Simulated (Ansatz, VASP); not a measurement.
## BeS: VASP beside Ansatz

```
Be S
1.0
     0.00000    2.42500    2.42500
     2.42500    0.00000    2.42500
     2.42500    2.42500    0.00000
Be S
1 1
Cartesian
  0.0000 0.0000 0.0000
  1.2125 1.2125 1.2125
```

Alike in both runs: task relaxation of cell and atoms; functional PBE; k mesh 8 × 8 × 8; occupations gaussian, width 0.02 eV; no spin polarisation.

|  | VASP | Ansatz |
| --- | --- | --- |
| version | VASP 6.6.1 | Ansatz 0.2.0 |
| potentials or method | VASP PAW PBE potentials, release 64 (Be, S) | scalar-relativistic, plane waves, PAW |
| plane-wave cutoff (eV) | 600 | 420 |
| valence electrons in the cell | 8 | 8 |

|  | VASP | Ansatz | Ansatz less VASP |
| --- | --- | --- | --- |
| gap on the k mesh at the Fermi level, each at its own relaxed structure (eV) | 3.15 | 3.14 | -0.002 |
| relaxed volume (Å³/atom) | 14.50 | 14.49 | -0.007 |
| relaxed cell length with the largest relative difference (Å) | 3.448 | 3.448 | -0.0006 |
| energy change over the relaxation (meV/atom) | -1 | -1 | +0.1 |

A k mesh can miss the band edges. Zero-point motion and thermal expansion aren't in these numbers. PBE usually gives volumes a little too large and moduli too small.
